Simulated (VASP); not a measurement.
HgSe:

```
Hg Se
1.0
     0.00000    3.03900    3.03900
     3.03900    0.00000    3.03900
     3.03900    3.03900    0.00000
Hg Se
1 1
Direct
  0.00000 0.00000 0.00000
  0.75000 0.75000 0.75000
```

Program: VASP 6.6.1. Alike in all runs: cell as given; cutoff (eV) 520. Hardware: 1 thread of Intel(R) Xeon(R) Platinum 8259CL CPU @ 2.50GHz (Skylake/Cascade Lake), with other jobs on the host.

Problem. Order these runs on this cell by their wall time, lowest first.
A. task single point; level PBE; potentials or basis VASP PAW PBE potentials, release 64 (Hg, Se); spin off; k mesh 8 × 8 × 8; smearing gaussian 0.013 eV
B. task band structure; level LDA; potentials or basis VASP PAW LDA potentials, release 64 (Hg, Se); spin SOC, no magnetisation; k mesh 6 × 6 × 6; smearing fermi-dirac 0.05 eV
C. task band structure; level PBE; potentials or basis VASP PAW PBE potentials, release 64 (Hg, Se); spin SOC, no magnetisation; k mesh 6 × 6 × 6; smearing fermi-dirac 0.05 eV
D. task band structure; level PBE; potentials or basis VASP PAW PBE potentials, release 64 (Hg, Se); spin off; k mesh 8 × 8 × 8; smearing fermi-dirac 0.05 eV

Solution. A (21 s), D (65 s), B (220 s), C (470 s).
